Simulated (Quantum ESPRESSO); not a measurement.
Crystal: TaN.

```
Ta N
1.0
     0.00000    2.21132    2.21132
     2.21132    0.00000    2.21132
     2.21132    2.21132    0.00000
Ta N
1 1
Direct
  0.50000 0.50000 0.50000
  0.00000 0.00000 0.00000
```

The cell comes from a database or a generator and needn't be the stable form of this composition.

Base run:

| Property | Result |
| --- | --- |
| Program | Quantum ESPRESSO 7.5 |
| Functional | revPBE |
| Potentials or basis | SG15 PBE 1.2 |
| Cutoff | 1197 eV |
| Density cutoff | 4789 eV |
| k mesh | 10 × 10 × 10 |
| Occupations | fermi-dirac, width 0.05 eV |
| Spin | no spin polarisation |

Its results: band gap on the k mesh none (metal or under the smearing width); pressure 4.4 GPa.

Q: After a change of settings the same cell gave: band gap on the k mesh none (metal or under the smearing width); pressure -22.1 GPa. Which change was it?
A. functional from revPBE to LDA
B. functional from revPBE to SCAN; k mesh from 10 × 10 × 10 to 8 × 8 × 8
C. functional from revPBE to RPBE
D. functional from revPBE to PBEsol

A: A.

LDA binds more tightly than revPBE, so the same cell stands under less pressure.

Caveats: the potentials were made for another functional, which shifts forces and pressure; spin-orbit coupling is left out, which moves the levels of the heavy elements.

Runs at the PBE level aren't shown here.
